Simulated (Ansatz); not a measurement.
# InSb: the cost of one run

Computed with Ansatz 0.2.0 (DFT LDA, scalar-relativistic, plane waves, PAW, unless a step's input says otherwise).

2 further runs of the same task are left out: 1 that didn't finish, 1 set aside as unsound or not needed.

## Step 1: The structure to begin with

It takes space group I-4m2 (No. 119, tetragonal). The conventional cell has a = 5.889 Å, b = 5.889 Å, c = 3.273 Å, α = 90.00°, β = 90.00°, γ = 90.00°. In (site symmetry -4m2) has 4 Sb at 3.06 Å and 2 In at 3.27 Å as nearest neighbours. Sb (site symmetry -4m2) is surrounded by 4 In at 3.06 Å and 2 Sb at 3.27 Å.

As a file:

```cif
data_structure
_symmetry_space_group_name_H-M 'I-4m2'
_symmetry_Int_Tables_number 119
_cell_length_a 5.8895
_cell_length_b 5.8895
_cell_length_c 3.2728
_cell_angle_alpha 90.000
_cell_angle_beta 90.000
_cell_angle_gamma 90.000
_cell_volume 113.52
loop_
_atom_site_label
_atom_site_type_symbol
_atom_site_symmetry_multiplicity
_atom_site_Wyckoff_symbol
_atom_site_fract_x
_atom_site_fract_y
_atom_site_fract_z
_atom_site_occupancy
In1 In 2 c 0.00000 0.50000 0.25000 1
Sb1 Sb 2 a 0.00000 0.00000 0.00000 1
```

The structure comes from the Materials Project (structure only).

## Step 2: Probe: one point at the start

Contents of input.yaml:

```yaml
crystal:
  lattice:
    - [-2.94474, 2.94474, 1.636377]
    - [2.94474, -2.94474, 1.636377]
    - [2.94474, 2.94474, -1.636377]
  atoms:
    - { symbol: In, position: [0.25, 0.75, 0.5] }
    - { symbol: Sb, position: [0.0, 0.0, 0.0] }
basis:
  ecutwfc: 420
kpoints:
  mp_grid: { grid: [6, 6, 6] }
hamiltonian:
  xc: lda
scf:
  occupations: { method: gaussian, width: 0.1 }
output:
  forces: true
  stress: true
  eigenvalues: true
```

The run is started by

```sh
ansatz run input.yaml --threads 1 --pin off --max-ram 2560MiB --backend cpu --events-out ev --progress --plain --runs-dir out
```

**Question.** How long does this run take on 1 thread of AMD EPYC 7R43 (Zen 3), shared host, and how much memory does it need?

About 2.2 s, with a peak of 0.39 GiB.
